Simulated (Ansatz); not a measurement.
# Ag (Im-3m) in Ansatz: further runs

The runs below take Ag through single point, relaxation of cell and atoms, with PBE, PBEsol.

All numbers are computed with Ansatz 0.2.0; they aren't measurements. Logs are shortened: lines on timing, memory, paths and dates and some standing lists are left out, and cuts for length are marked.

## Step 1: The structure

Symmetry: Im-3m, No. 229, cubic system. Conventional cell: a = 3.311 Å, b = 3.311 Å, c = 3.311 Å, α = 90.00°, β = 90.00°, γ = 90.00°. Around Ag (site symmetry m-3m) lie 8 Ag at 2.87 Å.

This isn't the form of Ag at room conditions, which is fcc.

## Step 2: Single point, PBE

input.yaml reads:

```yaml
crystal:
  lattice:
    - [-1.655654, 1.655654, 1.655654]
    - [1.655654, -1.655654, 1.655654]
    - [1.655654, 1.655654, -1.655654]
  atoms:
    - { symbol: Ag, position: [0.0, 0.0, 0.0] }
hamiltonian:
  xc: pbe
  pseudopotentials: { kind: paw }
kpoints:
  mp_grid: { grid: [11, 11, 11] }
scf:
  occupations: { method: gaussian, width: 0.011 }
output:
  forces: true
  stress: true
  eigenvalues: true
```

Potentials or basis: Ansatz PAW.

Run with:

```sh
$ ansatz run input.yaml --threads 2 --pin off --max-ram 5632MiB --backend cpu --events-out ev --progress --plain --runs-dir out
```

The program printed:

```text
Warning: RAYON_NUM_THREADS=2 ignored (pool sized by the plan → 2); use --threads N
Engine: ansatz 0.2.0, aarch64-unknown-linux-gnu
Pseudopotentials: kind: paw
Pseudopotential: Ag, paw, valence charge 19, recommended cutoff 420 eV (normal), Ag.paw.azcp
Functional definition: PBE
  parameter kappa = 0.804
  parameter beta = 0.06672455060314922
  exchange = pbe_x(kappa = kappa, mu = beta*pi^2/3)
  correlation = pbe_c(beta = beta)
Crystal: 1 atoms, lattice volume = 18.154 Å³
Basis set: ecut = 420 eV, 369 PW (Γ), exchange–correlation on 40×40×40 points (8 copies of the dense FFT grid, shifted against one another)
Bands: 14, of which v1, the nominal top of the filled ones, is band 10 counted from 1 (9 counted from 0)
Symmetry: 48 space group operations
Space group: Im-3m (ITA 229), of the structure as read, at distance tolerance 2.6e-5 Å
k-points: 56 of 1331
Non-local potential: Ag, projectors of the file, l = 0: 3, l = 1: 2, l = 2: 2, l = 3: 1
PAW form: soft (Blöchl's): semilocal exchange-correlation on the pseudo side does not see the compensation charge
PAW one-centre angular grid: Ag, 590 points (default); XC on 64 Gauss nodes
Initial density: superposition of atomic densities (neutral atoms: chi_scale 0, normalization atom), corrected by the library's trained network
Initial wavefunctions: pseudopotential atomic-orbital guess
Functional: x = pbe(κ = 0.804, μ = 0.2195149727645171), c = pbe(β = 0.06672455060314922)
SCF iter   1: F=—  HF=-7590.528383 eV  |F-HF|=—  |Δ(HF+E_count)|=         —  Δρ=8.52e-4  dr2=3.19e-5  ethr=1.77e-3  ⟨swp⟩=4.8  Hψ=4044  notcnv=0
preconditioner: auto → none  [insulator: Δε(μ)=0.221 eV  Ē_g=15.826 eV  σ=0.011 eV  W_gap=0.55  n_scr=12 (ndim 8)  ℏωp=28.9 eV  f_vac=0.000  D(μ)=3.67/eV (n_scr^D=78)  ε∞_Penn≈4.3]
SCF iter   2: F=—  HF=-7590.528571 eV  |F-HF|=—  |Δ(HF+E_count)|=   1.88e-4  Δρ=4.46e-4  dr2=7.72e-6  ethr=1.68e-7  ⟨swp⟩=2.1  Hψ=1930  notcnv=0  defer=4
SCF iter   3: F=—  HF=-7590.528596 eV  |F-HF|=—  |Δ(HF+E_count)|=   2.56e-5  Δρ=1.72e-4  dr2=4.55e-6  ethr=4.06e-8  ⟨swp⟩=2.0  Hψ=1290  notcnv=0  defer=4
iter 4 did not close the SCF: its close was put off for the readings that it lacked (scf_convergence_deferred on its scf_iter line)
SCF iter   4: F=-7590.528595 eV  HF=-7590.528595 eV  |F-HF|=6.36e-9  |Δ(HF+E_count)|=   1.22e-6  Δρ=2.30e-5  dr2=3.81e-8  ethr=2.39e-8  ⟨swp⟩=2.1  Hψ=1045  notcnv=0  defer=4
iter 5 did not close the SCF: its close was put off for the readings that it lacked (scf_convergence_deferred on its scf_iter line)
SCF iter   5: F=-7590.528595 eV  HF=-7590.528595 eV  |F-HF|=5.31e-9  |Δ(HF+E_count)|=   2.71e-8  Δρ=6.57e-6  dr2=7.22e-9  ethr=2.01e-10  ⟨swp⟩=2.0  Hψ=1290  notcnv=0  defer=4
SCF iter   6: F=-7590.528595 eV  HF=-7590.528595 eV  |F-HF|=4.17e-10  |Δ(HF+E_count)|=   1.57e-9  Δρ=1.82e-6  dr2=5.57e-10  ethr=3.80e-11  ⟨swp⟩=2.9  Hψ=2479  notcnv=0
SCF 1 converged in 6 iterations: F = -7590.528595 eV  dr2 = 5.57e-10
SCF converged after 6 iterations
Free energy (F): -7590.528595 eV
Harris-Foulkes:  -7590.528595 eV  (|F-HF|=4.17e-10)
Internal energy: -7590.528373 eV  (E = F + TS)
E sigma→0 (E₀):  -7590.528484 eV
Entropy (-TS):   -0.000222 eV (-0.222 meV/atom)
Fermi energy:    15.953053 eV
--- Per-component energies (eV) ---
  E_band       = -256.796062
  E_kinetic    = 526.914925
  E_local      = -2291.034005  (includes V_loc(G=0)·N_el)
  E_nonlocal   = 80.152053
  E_hartree    = 1036.718130
  E_xc         = -184.606096
  E_vxc        = -234.532213  (∫ρ·V_xc dr)
  E_paw        = -3902.140051  (= ΣΔE_a)
  E_vpaw       = -411.734918  (= ΣTr[D̂ρ^β])
  E_aug_tail   = 0.000313  (compensation charges beyond the density's cutoff)
  E_ewald      = -2856.533643
  E_smearing   = -0.000222  (= −TS)
  E_closure    = -0.000000  (closes the sum)
  Σ components = -7590.528595   (vs F -7590.528595, Δ=0.00e0)
--- Forces (eV/Å), atoms counted from 1 ---
  atom   1  Ag    -0.00000000     0.00000000     0.00000000
  max |Σ_I F_I| component: 7.81e-32 eV/Å
--- Stress (GPa, compression-positive) ---
       -0.781749       0.000000       0.000000
       -0.000000      -0.781749      -0.000000
        0.000000       0.000000      -0.781749
  P = ⅓ Tr σ = -0.7817 GPa (-7.817 kbar)
--- Band table (eV; the first three rows and the last of 56) ---
  k-point 0: bands = ["-75.8110", "-39.2192", "-39.2192", "-39.2192", "8.6619", "11.3142", "11.3142", "11.3142", "12.5218", "12.5218", "33.5908", "33.5908", "33.5908", "39.0873"]
  k-point 1: bands = ["-75.8098", "-39.2298", "-39.2231", "-39.2191", "8.9195", "11.2546", "11.3253", "11.4558", "12.4600", "12.5263", "32.8189", "33.4502", "33.7422", "37.0872"]
  k-point 2: bands = ["-75.8069", "-39.2581", "-39.2335", "-39.2187", "9.5930", "11.0979", "11.4071", "11.8534", "12.3574", "12.5415", "30.1613", "32.4534", "34.1221", "35.1924"]
  k-point 55: bands = ["-75.7860", "-39.3203", "-39.3190", "-39.3190", "10.0721", "10.0909", "13.1162", "13.1162", "13.1704", "21.7890", "22.9647", "22.9647", "28.2654", "28.9656"]
```

Run time: 0.43 s. Hardware: 2 threads of Arm Neoverse V2, shared host; peak memory 0.26 GiB.

Results:

- Free energy: -7590.5286 eV
- Pressure: -0.8 GPa
- Band gap on the k mesh: none (metal or under the smearing width)

Levels at points of the mesh, in eV from the Fermi level:
```
           k point  band 6  band 7  band 8  band 9  band 10  band 11  band 12  band 13  band 14
(0.00, 0.00, 0.00)   -4.64   -4.64   -4.64   -3.43    -3.43    17.64    17.64    17.64    23.13
```

## Step 3: Relaxation of cell and atoms, PBE

Edit input.yaml of step 2 so:

```diff
@@ -13,3 +13,3 @@
 scf:
-  occupations: { method: gaussian, width: 0.011 }
+  occupations: { method: fermi_dirac, width: 0.05 }
 output:
@@ -18 +18,5 @@
   eigenvalues: true
+relax:
+  f_tol: 0.01
+  max_steps: 40
+  cell: { stress_tol: 0.05 }
```

Potentials or basis: Ansatz PAW.

Run with:

```sh
$ ansatz run input.yaml --threads 2 --pin off --max-ram 5632MiB --backend cpu --events-out ev --progress --plain --runs-dir out
```

The program printed:

```text
Warning: RAYON_NUM_THREADS=2 ignored (pool sized by the plan → 2); use --threads N
Engine: ansatz 0.2.0, aarch64-unknown-linux-gnu
Pseudopotentials: kind: paw
Pseudopotential: Ag, paw, valence charge 19, recommended cutoff 420 eV (normal), Ag.paw.azcp
Functional definition: PBE
  parameter kappa = 0.804
  parameter beta = 0.06672455060314922
  exchange = pbe_x(kappa = kappa, mu = beta*pi^2/3)
  correlation = pbe_c(beta = beta)
Crystal: 1 atoms, lattice volume = 18.154 Å³
Basis set: ecut = 420 eV, 369 PW (Γ), exchange–correlation on 40×40×40 points (8 copies of the dense FFT grid, shifted against one another)
Bands: 14, of which v1, the nominal top of the filled ones, is band 10 counted from 1 (9 counted from 0)
Symmetry: 48 space group operations
Space group: Im-3m (ITA 229), of the structure as read, at distance tolerance 2.6e-5 Å
k-points: 56 of 1331
Non-local potential: Ag, projectors of the file, l = 0: 3, l = 1: 2, l = 2: 2, l = 3: 1
PAW form: soft (Blöchl's): semilocal exchange-correlation on the pseudo side does not see the compensation charge
PAW one-centre angular grid: Ag, 590 points (default); XC on 64 Gauss nodes
Initial density: superposition of atomic densities (neutral atoms: chi_scale 0, normalization atom), corrected by the library's trained network
Initial wavefunctions: pseudopotential atomic-orbital guess
Functional: x = pbe(κ = 0.804, μ = 0.2195149727645171), c = pbe(β = 0.06672455060314922)
SCF iter   1: F=—  HF=-7590.531103 eV  |F-HF|=—  |Δ(HF+E_count)|=         —  Δρ=8.50e-4  dr2=2.83e-5  ethr=1.77e-3  ⟨swp⟩=4.6  Hψ=3899  notcnv=0
preconditioner: auto → none  [insulator: Δε(μ)=0.221 eV  Ē_g=15.826 eV  σ=0.050 eV  W_gap=0.61  n_scr=12 (ndim 8)  ℏωp=28.9 eV  f_vac=0.000  D(μ)=0.46/eV (n_scr^D=0)  ε∞_Penn≈4.3]
SCF iter   2: F=—  HF=-7590.531291 eV  |F-HF|=—  |Δ(HF+E_count)|=   1.88e-4  Δρ=4.35e-4  dr2=7.16e-6  ethr=1.49e-7  ⟨swp⟩=2.1  Hψ=1769  notcnv=0
SCF iter   3: F=—  HF=-7590.531316 eV  |F-HF|=—  |Δ(HF+E_count)|=   2.46e-5  Δρ=3.82e-5  dr2=2.07e-7  ethr=3.77e-8  ⟨swp⟩=2.0  Hψ=1076  notcnv=0
iter 4 did not close the SCF: its close was put off for the readings that it lacked (scf_convergence_deferred on its scf_iter line)
SCF iter   4: F=-7590.531316 eV  HF=-7590.531316 eV  |F-HF|=1.02e-8  |Δ(HF+E_count)|=   2.14e-8  Δρ=1.46e-5  dr2=2.37e-8  ethr=1.09e-9  ⟨swp⟩=2.0  Hψ=1107  notcnv=0
iter 5 did not close the SCF: its close was put off for the readings that it lacked (scf_convergence_deferred on its scf_iter line)
SCF iter   5: F=-7590.531316 eV  HF=-7590.531316 eV  |F-HF|=1.72e-10  |Δ(HF+E_count)|=   2.52e-9  Δρ=3.75e-6  dr2=1.32e-9  ethr=1.25e-10  ⟨swp⟩=2.5  Hψ=1172  notcnv=0
SCF iter   6: F=-7590.531316 eV  HF=-7590.531316 eV  |F-HF|=0.00e0  |Δ(HF+E_count)|=  4.88e-10  Δρ=3.61e-7  dr2=1.05e-11  ethr=6.97e-12  ⟨swp⟩=2.0  Hψ=2307  notcnv=0
SCF 1 converged in 6 iterations: F = -7590.531316 eV  dr2 = 1.05e-11
relax step   1: F+E_penalty+E_count = -7590.53131559 eV  Δ(F+E_penalty+E_count) = +0.000e0 eV  max|allowed force component| = 0.000e0 eV/Å  Δτ_max = 0.0000 Å  P = -0.815 GPa  Ω = 18.154 Å³  (6 SCF iters, dr2 threshold 1.00e-7 eV, accepted)
Crystal: 1 atoms, lattice volume = 17.863 Å³
Initial density: handed on by an earlier stage of this run
Initial wavefunctions: those handed on with the density
iter 1 solved again at ethr=2.50e-6 eV; its pass at ethr=3.10e-3 eV (dr2=4.75e-4 eV) is discarded
SCF iter   1: F=—  HF=-7590.531733 eV  |F-HF|=—  |Δ(HF+E_count)|=         —  Δρ=1.49e-3  dr2=4.54e-4  ethr=2.50e-6  ⟨swp⟩=1.6  Hψ=5119  notcnv=0
preconditioner: auto → none  [insulator: Δε(μ)=0.200 eV  Ē_g=15.967 eV  σ=0.050 eV  W_gap=0.61  n_scr=12 (ndim 8)  ℏωp=29.1 eV  f_vac=0.000  D(μ)=0.47/eV (n_scr^D=0)  ε∞_Penn≈4.3]
SCF iter   2: F=—  HF=-7590.531635 eV  |F-HF|=—  |Δ(HF+E_count)|=   9.79e-5  Δρ=8.97e-4  dr2=8.01e-5  ethr=2.39e-6  ⟨swp⟩=2.2  Hψ=1125  notcnv=0
SCF iter   3: F=—  HF=-7590.531629 eV  |F-HF|=—  |Δ(HF+E_count)|=   6.65e-6  Δρ=2.28e-4  dr2=4.96e-6  ethr=4.21e-7  ⟨swp⟩=2.4  Hψ=1218  notcnv=0
SCF iter   4: F=-7590.531628 eV  HF=-7590.531628 eV  |F-HF|=6.18e-9  |Δ(HF+E_count)|=   1.03e-6  Δρ=2.14e-5  dr2=2.82e-8  ethr=5.26e-10  ⟨swp⟩=2.7  Hψ=2899  notcnv=0
SCF 2 converged in 4 iterations: F = -7590.531628 eV  dr2 = 2.82e-8
relax step   2: F+E_penalty+E_count = -7590.53162763 eV  Δ(F+E_penalty+E_count) = -3.120e-4 eV  max|allowed force component| = 0.000e0 eV/Å  Δτ_max = 0.0000 Å  P = +0.624 GPa  Ω = 17.863 Å³  energy of the carried Pulay correction = +1.151e-4 eV  (4 SCF iters, dr2 threshold 1.00e-7 eV, accepted)
Crystal: 1 atoms, lattice volume = 17.988 Å³
iter 1 solved again at ethr=3.30e-7 eV; its pass at ethr=3.10e-3 eV (dr2=6.28e-5 eV) is discarded
SCF iter   1: F=—  HF=-7590.531837 eV  |F-HF|=—  |Δ(HF+E_count)|=         —  Δρ=6.50e-4  dr2=8.65e-5  ethr=3.30e-7  ⟨swp⟩=2.0  Hψ=5022  notcnv=0
preconditioner: auto → none  [insulator: Δε(μ)=0.213 eV  Ē_g=15.920 eV  σ=0.050 eV  W_gap=0.61  n_scr=12 (ndim 8)  ℏωp=29.0 eV  f_vac=0.000  D(μ)=0.46/eV (n_scr^D=0)  ε∞_Penn≈4.3]
SCF iter   2: F=—  HF=-7590.531819 eV  |F-HF|=—  |Δ(HF+E_count)|=   1.81e-5  Δρ=3.89e-4  dr2=1.54e-5  ethr=3.30e-7  ⟨swp⟩=2.4  Hψ=1207  notcnv=0
SCF iter   3: F=—  HF=-7590.531814 eV  |F-HF|=—  |Δ(HF+E_count)|=   4.92e-6  Δρ=9.61e-5  dr2=8.75e-7  ethr=8.12e-8  ⟨swp⟩=2.2  Hψ=1150  notcnv=0
SCF iter   4: F=-7590.531814 eV  HF=-7590.531814 eV  |F-HF|=1.61e-9  |Δ(HF+E_count)|=   2.07e-7  Δρ=6.92e-6  dr2=2.75e-9  ethr=5.26e-10  ⟨swp⟩=4.6  Hψ=2947  notcnv=0
SCF 3 converged in 4 iterations: F = -7590.531814 eV  dr2 = 2.75e-9
relax step   3: F+E_penalty+E_count = -7590.53181381 eV  Δ(F+E_penalty+E_count) = -1.862e-4 eV  max|allowed force component| = 0.000e0 eV/Å  Δτ_max = 0.0000 Å  P = -0.014 GPa  Ω = 17.988 Å³  energy of the carried Pulay correction = +6.541e-5 eV  (4 SCF iters, dr2 threshold 1.00e-7 eV, accepted)
Initial wavefunctions: pseudopotential atomic-orbital guess (no wavefunctions were taken with the density)
iter 1 solved again at ethr=1.40e-9 eV; its pass at ethr=3.10e-3 eV (dr2=2.67e-7 eV) is discarded
SCF iter   1: F=—  HF=-7590.531751 eV  |F-HF|=—  |Δ(HF+E_count)|=         —  Δρ=2.60e-5  dr2=1.92e-8  ethr=1.40e-9  ⟨swp⟩=3.2  Hψ=6184  notcnv=0
preconditioner: auto → none  [insulator: Δε(μ)=0.211 eV  Ē_g=15.914 eV  σ=0.050 eV  W_gap=0.61  n_scr=12 (ndim 8)  ℏωp=29.0 eV  f_vac=0.000  D(μ)=0.47/eV (n_scr^D=0)  ε∞_Penn≈4.3]
SCF iter   2: F=—  HF=-7590.531753 eV  |F-HF|=—  |Δ(HF+E_count)|=   1.45e-6  Δρ=1.28e-5  dr2=6.10e-9  ethr=1.01e-10  ⟨swp⟩=2.3  Hψ=1184  notcnv=0
SCF iter   3: F=—  HF=-7590.531753 eV  |F-HF|=—  |Δ(HF+E_count)|=   5.24e-9  Δρ=5.01e-6  dr2=1.65e-9  ethr=3.21e-11  ⟨swp⟩=2.1  Hψ=1076  notcnv=0
SCF iter   4: F=—  HF=-7590.531753 eV  |F-HF|=—  |Δ(HF+E_count)|=  4.39e-10  Δρ=5.54e-7  dr2=1.88e-11  ethr=8.68e-12  ⟨swp⟩=2.1  Hψ=1133  notcnv=0
SCF iter   5: F=-7590.531753 eV  HF=-7590.531753 eV  |F-HF|=1.82e-12  |Δ(HF+E_count)|=  1.64e-11  Δρ=9.99e-9  dr2=5.93e-15  ethr=1.00e-12  ⟨swp⟩=4.3  Hψ=2610  notcnv=0
SCF 4 converged in 5 iterations: F = -7590.531753 eV  dr2 = 5.93e-15
relax step   4: F+E_penalty+E_count = -7590.53175264 eV  Δ(F+E_penalty+E_count) = +6.117e-5 eV  max|allowed force component| = 0.000e0 eV/Å  Δτ_max = 0.0000 Å  P = -0.011 GPa  Ω = 17.988 Å³  stress off target by 1.09e-2 GPa  SCF on the basis re-selected at this cell (its energy is not comparable with the rows above)  (5 SCF iters)
basis re-selected at this cell: Δ(F+E_penalty+E_count) = +6.117e-5 eV, ΔP = +0.003 GPa vs the last step (what re-selecting the basis moved, of the pressure what is left beyond the Pulay correction that the steps carried, after the strain that the cell walked since its last selection, with what the two solves' SCF thresholds leave and, on support functions, any second-order correction that the steps lacked; it is no measure of the basis error at this ecutwfc). This SCF's stress stands 1.09e-2 GPa from its target on what of the cell is left free (relax.cell.stress_tol is 5.00e-2 GPa) and its largest allowed force component is 0.00e0 eV/Å (relax.f_tol is 1.00e-2 eV/Å): within both
SCF converged after 5 iterations
Free energy (F): -7590.531753 eV
Harris-Foulkes:  -7590.531753 eV  (|F-HF|=1.82e-12)
Internal energy: -7590.528281 eV  (E = F + TS)
E sigma→0 (E₀):  -7590.530017 eV
Entropy (-TS):   -0.003472 eV (-3.472 meV/atom)
Fermi energy:    16.176414 eV
--- Per-component energies (eV) ---
  E_band       = -253.551026
  E_kinetic    = 527.014824
  E_local      = -2276.810722  (includes V_loc(G=0)·N_el)
  E_nonlocal   = 80.113436
  E_hartree    = 1031.219751
  E_xc         = -184.675484
  E_vxc        = -234.629292  (∫ρ·V_xc dr)
  E_paw        = -3902.107777  (= ΣΔE_a)
  E_vpaw       = -411.679089  (= ΣTr[D̂ρ^β])
  E_aug_tail   = 0.000314  (compensation charges beyond the density's cutoff)
  E_ewald      = -2865.282623
  E_smearing   = -0.003472  (= −TS)
  E_closure    = 0.000000  (closes the sum)
  Σ components = -7590.531753   (vs F -7590.531753, Δ=0.00e0)
--- Forces (eV/Å), atoms counted from 1 ---
  atom   1  Ag    -0.00000000     0.00000000    -0.00000000
  max |Σ_I F_I| component: 1.52e-31 eV/Å
--- Stress (GPa, compression-positive) ---
       -0.010877      -0.000000      -0.000000
        0.000000      -0.010877       0.000000
       -0.000000      -0.000000      -0.010877
  P = ⅓ Tr σ = -0.0109 GPa (-0.109 kbar)
--- Band table (eV; the first three rows and the last of 56) ---
  k-point 0: bands = ["-75.6385", "-39.0440", "-39.0440", "-39.0440", "8.7937", "11.4778", "11.4778", "11.4778", "12.7040", "12.7040", "33.8195", "33.8195", "33.8195", "39.4546"]
  k-point 1: bands = ["-75.6373", "-39.0550", "-39.0480", "-39.0439", "9.0532", "11.4171", "11.4889", "11.6215", "12.6410", "12.7085", "33.0630", "33.6841", "33.9774", "37.4261"]
  k-point 2: bands = ["-75.6342", "-39.0844", "-39.0588", "-39.0435", "9.7314", "11.2578", "11.5705", "12.0251", "12.5366", "12.7240", "30.4292", "32.6995", "34.3750", "35.5262"]
  k-point 55: bands = ["-75.6123", "-39.1488", "-39.1474", "-39.1474", "10.2136", "10.2326", "13.3081", "13.3081", "13.3635", "22.0121", "23.1905", "23.1905", "28.5788", "29.2403"]
--- Relaxed structure (3 steps of the walk, 3 accepted, 1 SCFs on fresh bases) ---
  F+E_penalty+E_count = -7590.53175264 eV   max|allowed force component| = 0.000e0 eV/Å   (the final SCF, on the basis selected at the relaxed cell)
  cell:  # Å, volume = 17.9881 Å³
    - [-1.6505985528461868, 1.6505985528461868, 1.6505985528461868]
    - [1.6505985528461868, -1.6505985528461868, 1.6505985528461868]
    - [1.6505985528461868, 1.6505985528461868, -1.6505985528461868]
  atoms:
    - { symbol: Ag, position: [0.0, 0.0, 0.0] }
```

Wall time 1.6 s (2 threads of Arm Neoverse V2, shared host); peak memory 0.27 GiB.

Results:

```yaml
Free_energy: -7590.5318 eV
Relaxed_volume: 17.99 Å³/atom
Relaxed_cell: a = 2.859 Å, b = 2.859 Å, c = 2.859 Å, α = 109.47°, β = 109.47°, γ = 109.47°
Space_group_after_relaxing_to_0.05_Å: Im-3m (No. 229)
Energy_gained_by_relaxing: 0.4 meV/atom
Ionic_steps: 4
Pressure_after_relaxing: 0.0 GPa
Band_gap_on_the_k_mesh: none (metal or under the smearing width)
```

Step by step:
```
step  energy change (eV)  largest force (eV/Å)  volume (Å³)
   1              0.0000                0.0000        18.15
   2             -0.0003                0.0000        17.86
   3             -0.0005                0.0000        17.99
   4             -0.0004                0.0000        17.99
```

Final structure:
```
Ag
1.0
    -1.65060    1.65060    1.65060
     1.65060   -1.65060    1.65060
     1.65060    1.65060   -1.65060
Ag
1
Direct
  0.00000 0.00000 0.00000
```

Caveat: the plane-wave basis is chosen anew once the cell has moved, so the energies of steps on either side of that aren't comparable.

(Continued in part 2 of 2.)
